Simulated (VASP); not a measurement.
Pr: single point with PBEsol

Pr:

```
Pr
1.0
    -2.19447    2.19447    1.88595
     2.19447   -2.19447    1.88595
     2.19447    2.19447   -1.88595
Pr
1
Direct
  0.00000 0.00000 0.00000
```

This isn't the form of Pr at room conditions, which is double hcp.

- Program: VASP 6.6.1
- Task: single point
- Functional: PBEsol
- Potentials or basis: VASP PAW PBE potentials, release 64 (Pr_3), 4f in core
- Cutoff: 520 eV
- k mesh: 9 × 9 × 9
- Occupations: gaussian, width 0.1 eV
- Spin: collinear spin, ferromagnetic start
- Starting moments: [2.0] μB

```
Pressure                                              : -2.2 GPa
Band gap on the k mesh                                : none (metal or under the smearing width)
Net moment                                            : 0.00 μB per cell
Valence electrons inside the program's atomic spheres : Pr 8.78
```

Stress tensor (GPa, compression positive):
```
-2.04  0.00  0.00
 0.00 -2.04  0.00
 0.00  0.00 -2.38
```

Levels at points of the mesh, in eV from the Fermi level:
Spin up:
| k point | band 3 | band 4 | band 5 | band 6 | band 7 | band 8 |
| --- | --- | --- | --- | --- | --- | --- |
| (0.00, 0.00, 0.00) | -17.75 | -17.69 | -3.70 | 0.62 | 2.08 | 2.08 |
Spin down:
| k point | band 1 | band 2 | band 3 | band 4 | band 5 | band 6 | band 7 | band 8 | band 9 | band 10 |
| --- | --- | --- | --- | --- | --- | --- | --- | --- | --- | --- |
| (0.00, 0.00, 0.00) | -36.34 | -17.75 | -17.75 | -17.69 | -3.70 | 0.62 | 2.08 | 2.08 | 2.51 | 4.55 |

It took 51 s on 1 thread of Intel(R) Xeon(R) Platinum 8488C (Sapphire Rapids) (shared host), peak memory 0.2 GiB.

Caveat: the magnetic or orbital state may not be the lowest; the PAW data sets were made with another functional, which shifts forces and pressure a little; spin-orbit coupling is left out, which moves the levels of the heavy elements; the 4f electrons are frozen in the core as for a trivalent ion, so they carry no moment and show no levels. The state reached can hang on the start; a lower one may exist.
